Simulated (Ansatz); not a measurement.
Runs of Ansatz 0.2.0 on MgS (Niningerite). It takes space group Fm-3m (No. 225, cubic). The conventional cell has a = 5.203 Å, b = 5.203 Å, c = 5.203 Å, α = 90.00°, β = 90.00°, γ = 90.00°. S (site symmetry m-3m) has 6 Mg at 2.60 Å as nearest neighbours. Around Mg (site symmetry m-3m) lie 6 S at 2.60 Å. 

```csv
task,level,cell,k mesh,smearing,atoms under strain,target pressure (GPa),gap on the mesh (eV),pressure (GPa)
elastic constants,PBE,as given,7 × 7 × 7,fixed,clamped,-,3.00,1.2
Born charges and dielectric tensor,PBEsol,as given,9 × 9 × 9,fixed,-,-,(a),-
phonons,PBE,as given,7 × 7 × 7,fixed,-,-,3.00,-
elastic constants,PBEsol,as given,7 × 7 × 7,fixed,relaxed,-,2.91,(b)
relaxation of cell and atoms,PBE,relaxed to 30 GPa,9 × 9 × 9,fermi-dirac 0.05 eV,-,30,3.38,30.0
```

Alike in all rows: potentials or basis Ansatz PAW; no spin polarisation; cutoff (eV) 420.

**Question.** Estimate the missing entries.

**Answer.** (a) 2.83; (b) -0.9.

Caveats: odd divisions of the mesh miss points on the zone boundary, where band edges often lie, so the gap on the mesh can be too wide; the PAW data sets come from PBE, with cores solved anew for the run's functional, which leaves a small shift of forces and pressure (some runs); the plane-wave basis is chosen anew once the cell has moved, so the energies of steps on either side of that aren't comparable (some runs).

A k mesh can miss the band edges.
